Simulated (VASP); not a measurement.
Write the native input for VASP 6.6.1 that does the following.

| Item | Value |
| --- | --- |
| Task | relaxation of the atoms |
| Functional | PBE |
| Dispersion | D3(BJ) |
| Potentials or basis | VASP PAW PBE potentials, release 64 (Rb_sv, Br) |
| Cutoff | 600 eV |
| k mesh | 8 × 8 × 8 |
| Occupations | gaussian, width 0.03 eV |
| Spin | no spin polarisation |
| Further INCAR settings | ALGO = Fast; EDIFF = 1e-07; IBRION = 2; EDIFFG = -0.01; NSW = 40 |

The structure of RbBr lies in POSCAR:

```
RbBr                                    
1.0
    0.0000000000      3.4224208610      3.4224208610
    3.4224208610      0.0000000000      3.4224208610
    3.4224208610      3.4224208610      0.0000000000
  Rb              Br            
     1     1
Direct
     0.0000000000000000    0.0000000000000000    0.0000000000000000
     0.5000000000000000    0.5000000000000000    0.5000000000000000
```

The cell isn't the ideal one: a relaxed cell with its volume scaled by 0.98.

One way to write it, as run:

INCAR

```
SYSTEM = RbBr
PREC = Accurate
ENCUT = 600
EDIFF = 1E-7
ISMEAR = 0
SIGMA = 0.03
LREAL = .FALSE.
LASPH = .TRUE.
NELM = 80
ALGO = Fast
ISIF = 2
LWAVE = .FALSE.
LCHARG = .FALSE.
GGA = PE
IVDW = 12
IBRION = 2
NSW = 40
EDIFFG = -0.01
```

KPOINTS

```
Automatic mesh
0
G
  8 8 8
  0 0 0
```

Potentials or basis: VASP PAW PBE potentials, release 64 (Rb_sv, Br).

The run is started by

```sh
$ cat potpaw_PBE.64/Rb_sv/POTCAR potpaw_PBE.64/Br/POTCAR > POTCAR
$ mpirun -np 1 vasp_std > vasp.out
```

It gave:

* Pressure after relaxing: 0.3 GPa
* Band gap on the k mesh: 4.37 eV, direct
* Dispersion energy per atom: -0.196 eV

Caveat: the relaxation stopped at its first step, so nothing moved.

Wall time 38 s on 1 thread of Intel(R) Xeon(R) Platinum 8375C CPU @ 2.90GHz (Ice Lake) (shared host), peak memory 0.25 GiB.
